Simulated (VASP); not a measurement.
**MnO in VASP: the effect of functional**

Crystal: MnO.

```
Mn O
1.0
     2.97129   -1.71698    0.00000
     2.97129    1.71698    0.00000
    -1.98463    0.00000    2.81031
Mn O
1 1
Direct
  0.50020 0.50020 0.50067
  0.74980 0.74980 0.24934
```

The cell comes from a database or a generator and needn't be the stable form of this composition.

Alike in all runs:

| Quantity | Value |
| --- | --- |
| Program | VASP 6.6.1 |
| Task | band structure |
| Cutoff | 520 eV |
| k mesh | 7 × 7 × 7 |
| Occupations | fermi-dirac, width 0.05 eV |
| Spin | collinear spin, ferromagnetic start |
| Starting moments | [4.0, 0.0] μB |

| functional | potentials or basis | pressure (GPa) |
| --- | --- | --- |
| LDA | VASP PAW LDA potentials, release 64 (Mn_pv, O) | -13.3 |
| PBEsol | VASP PAW PBE potentials, release 64 (Mn_pv, O) | ? |
| RPBE | VASP PAW PBE potentials, release 64 (Mn_pv, O) | 0.1 |
| revPBE | VASP PAW PBE potentials, release 64 (Mn_pv, O) | -0.9 |
| BLYP | VASP PAW PBE potentials, release 64 (Mn_pv, O) | -0.1 |
| AM05 | VASP PAW PBE potentials, release 64 (Mn_pv, O) | -7.4 |
| PW91 | VASP PAW PBE potentials, release 64 (Mn_pv, O) | -3.9 |
| r2SCAN | VASP PAW PBE potentials, release 64 (Mn_pv, O) | -5.9 |
| SCAN | VASP PAW PBE potentials, release 64 (Mn_pv, O) | -6.7 |
| TPSS | VASP PAW PBE potentials, release 64 (Mn_pv, O) | -5.5 |

What does the run with functional PBEsol give?

Pressure -8.1 GPa.

Caveats: a cell with one magnetic atom can't hold antiferromagnetic order, which such compounds often take; the PAW data sets were made with another functional, which shifts forces and pressure a little (some runs).

Runs at the PBE level aren't shown here.
